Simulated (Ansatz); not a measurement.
(101) slab cut from the bulk of C, 15 Å of vacuum:

```
CELL_PARAMETERS angstrom
2.45892 0.00000 0.00000
-1.22946 11.15733 0.00000
0.00000 0.00000 26.81281
ATOMIC_POSITIONS crystal
C 0.92327 0.84654 0.27972
C 0.58683 0.17367 0.29757
C 0.42531 0.85062 0.30614
C 0.08887 0.17775 0.32399
C 0.42934 0.85868 0.35898
C 0.09291 0.18581 0.37683
C 0.93138 0.86276 0.38540
C 0.59495 0.18989 0.40324
C 0.93541 0.87082 0.43824
C 0.59898 0.19795 0.45609
C 0.43745 0.87490 0.46466
C 0.10102 0.20203 0.48250
C 0.44148 0.88296 0.51750
C 0.10505 0.21010 0.53534
C 0.94352 0.88704 0.54391
C 0.60709 0.21418 0.56176
C 0.94755 0.89511 0.59676
C 0.61112 0.22224 0.61460
C 0.44959 0.89919 0.62317
C 0.11316 0.22632 0.64102
C 0.45362 0.90725 0.67601
C 0.11719 0.23438 0.69386
C 0.95566 0.91133 0.70243
C 0.61923 0.23846 0.72028
```

Computed with Ansatz, DFT PBEsol, scalar-relativistic, plane waves, PAW. Cutoff 420 eV; k points 14×3×1 on the computed 24-atom cell (Γ-centred); Gaussian smearing, width 0.10 eV; no spin polarisation. A dipole correction removes the field between periodic images along c.

This base run converges in 13 iterations with a largest force of 2.850 eV/Å and a work function of 6.37 eV on the top face.

One setting at a time is then changed, some of them on purpose to poor values; changes count from the base run, energies are extrapolated to zero smearing, γ keeps the base's bulk energy, atoms stay where they are, and risky runs are capped at 50 to 100 iterations. The base run carries 0.00 μB a cell. Where the moment changes much, the run ended in another magnetic state, and its other changes belong to that and not to the setting alone.

(1) What does each change do? the slab thinned to 20 atoms (same faces, atoms at the bulk's places); cutoff 300 eV; isolated along c; k mesh 14×3×3; k mesh 1×3×1; occupations gaussian 0.01 eV; cutoff 120 eV; spin: collinear.

The smearing is narrow for a metal on this mesh. In some of the runs (cutoff 120) charge leaks into the vacuum, so their work functions can be off.

Answers

(1)
| change | outcome | SCF iterations | ΔE (meV/atom) | Δγ (J/m²) | Δφ top (eV) | largest force (eV/Å) | largest change of a force (eV/Å) | moment (μB a cell) |
| --- | --- | --- | --- | --- | --- | --- | --- | --- |
| the slab thinned to 20 atoms (same faces, atoms at the bulk's places) | converged | 13 | +117.1 | -0.002 | 0.00 | 2.927 |  | 0.00 |
| cutoff 300 eV | converged with warnings | 13 | +123.6 |  | 0.00 | 2.819 | 0.185 | 0.00 |
| isolated along c | converged with warnings | 12 | 0.0 | 0.000 | 0.00 | 2.850 | 0.000 | 0.00 |
| k mesh 14×3×3 | converged | 13 | 0.0 | 0.000 | 0.00 | 2.850 | 0.000 | 0.00 |
| k mesh 1×3×1 | converged | 18 | +716.4 | +5.020 | +0.62 | 12.442 | 9.599 | 0.00 |
| occupations gaussian 0.01 eV | converged | 23 | +0.3 | +0.002 | -0.03 | 3.021 | 0.172 | 0.00 |
| cutoff 120 eV | converged with warnings | 14 | +6555.9 |  | -0.27 | 2.933 | 1.031 | 0.00 |
| spin: collinear | converged | 18 | -48.7 | -0.341 | -1.59 | 3.281 | 0.708 | 5.04 |

Cost: 9 runs of about 9.4 core-minutes in all, on AMD EPYC 9R45 (Zen 5) (shared hosts).